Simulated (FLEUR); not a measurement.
# TiTe2: band structure with r2SCAN

The system is TiTe2.

```
Te Ti
1.0
     3.77700    0.00000    0.00000
    -1.88850    3.27098    0.00000
     0.00000    0.00000    6.49800
Te Ti
2 1
Cartesian
  0.0000 2.1807 4.7903
  1.8885 1.0903 1.7077
  0.0000 0.0000 0.0000
```

```json
{
 "Program": "FLEUR MaX-R8.1 (later development tree)",
 "Task": "band structure",
 "Functional": "r2SCAN",
 "Potentials or basis": "all-electron",
 "Basis": "FLAPW",
 "Kmax": "4.17 1/bohr",
 "k mesh": "8 × 8 × 4",
 "Occupations": "fermi-dirac, width 0.05 eV",
 "Spin": "no spin polarisation",
 "Gmax": "12.9 1/bohr",
 "Muffin-tin radii": "Te 2.49, Ti 2.35 bohr",
 "lmax": "Te 10, Ti 9",
 "lnonsphr": "Te 10, Ti 9",
 "Local orbitals a species": "Te 6, Ti 5",
 "Max iterations": "80",
 "Mixing factor": "0.05",
 "Mixer": "Anderson",
 "Mixer history": "30",
 "Density convergence": "0.0001 me/bohr^3"
}
```

| Item | Value |
| --- | --- |
| Band gap along the path | none (metal or under the smearing width) |
| Valence electrons inside the program's atomic spheres | Te 19.70; Ti 10.13 (radii Te 2.49, Ti 2.35 bohr) |

Levels at the corners of the path, in eV from the Fermi level:
```tsv
point	band 25	band 26	band 27	band 28	band 29	band 30	band 31	band 32
Γ	-1.92	0.41	0.41	0.43	0.45	0.97	0.97	3.09
M	-2.96	-2.60	-2.01	-1.33	0.06	1.21	1.60	2.47
K	-3.91	-2.61	-2.57	-2.57	1.10	1.49	1.49	2.05
Γ	-1.92	0.41	0.41	0.43	0.45	0.97	0.97	3.09
A	-1.85	-1.85	0.40	0.40	0.64	0.64	1.14	3.52
L	-2.66	-2.29	-1.18	-0.80	-0.21	1.20	1.57	2.61
H	-3.96	-3.47	-1.96	-1.96	1.08	1.08	1.11	2.98
A	-1.85	-1.85	0.40	0.40	0.64	0.64	1.14	3.52
L	-2.66	-2.29	-1.18	-0.80	-0.21	1.20	1.57	2.61
M	-2.96	-2.60	-2.01	-1.33	0.06	1.21	1.60	2.47
K	-3.91	-2.61	-2.57	-2.57	1.10	1.49	1.49	2.05
H	-3.96	-3.47	-1.96	-1.96	1.08	1.08	1.11	2.98
```

Core levels (eV from the Fermi level):
| atom | levels |
| --- | --- |
| 1 Te | 1s1/2 -31604.0, 2s1/2 -4840.7, 2p1/2 -4534.4, 2p3/2 -4259.9, 3s1/2 -959.3, 3p1/2 -833.5, 3p3/2 -782.3, 4s1/2 -159.1, 3d3/2 -560.7, 3d5/2 -550.0 |
| 2 Te | 1s1/2 -31604.0, 2s1/2 -4840.7, 2p1/2 -4534.4, 2p3/2 -4259.9, 3s1/2 -959.3, 3p1/2 -833.5, 3p3/2 -782.3, 4s1/2 -159.1, 3d3/2 -560.7, 3d5/2 -550.0 |
| 3 Ti | 1s1/2 -4864.5, 2s1/2 -532.7, 2p1/2 -443.7, 2p3/2 -437.9 |

It took 3.1 min on 1 thread of Arm Neoverse V2, with other jobs on the host, peak memory 0.12 GiB.

Caveat: the meta-GGA is that of a development version, with a GGA for the radial functions and cores and without core tails; spin-orbit coupling is left out, which moves the levels of the heavy elements.
